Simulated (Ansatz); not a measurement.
This cell of BeO (wurtzite) is off equilibrium:

```
CELL_PARAMETERS angstrom
      2.71181     0.00000     0.00000
     -1.35591     2.34850     0.00000
      0.00000     0.00000     4.40456
ATOMIC_POSITIONS crystal
  Be 0.66667 0.33333 0.00149
  Be 0.29347 0.58694 0.48687
  O  0.66667 0.33333 0.62371
  O  0.33333 0.66667 0.12371
```

Method: PBE (plane waves to 420 eV, PAW, scalar-relativistic; Ansatz, an electronic-structure program). k mesh 11×11×6 (Γ-centred), Fermi-Dirac smearing 0.05 eV. Energies are smeared free energies. Stress and pressure are positive under compression. BeO was relaxed with its symmetry unable to fall.

### Question
What forces act on the atoms (eV/Å, Cartesian)?

### Answer
```tsv
atom	Fx	Fy	Fz
Be1	0.000	-0.030	-0.501
Be2	0.000	1.206	0.832
O3	0.000	-0.863	-0.093
O4	0.000	-0.313	-0.238
```

### Question
What is the stress tensor (GPa)?

### Answer
```
    3.1      0.0      0.0
    0.0      1.1     -0.3
    0.0     -0.3      2.3
```
The pressure, a third of the trace, is 2.2 GPa.

### Question
In it atom 2 sits (0.000, -0.187, -0.064) Å away from its relaxed site. What is its energy relative to the relaxed cell?

### Answer
165 meV/cell.

(A displaced cell: forces are minus the slopes of the energy, force constants its curvatures, and phonons follow from these.)
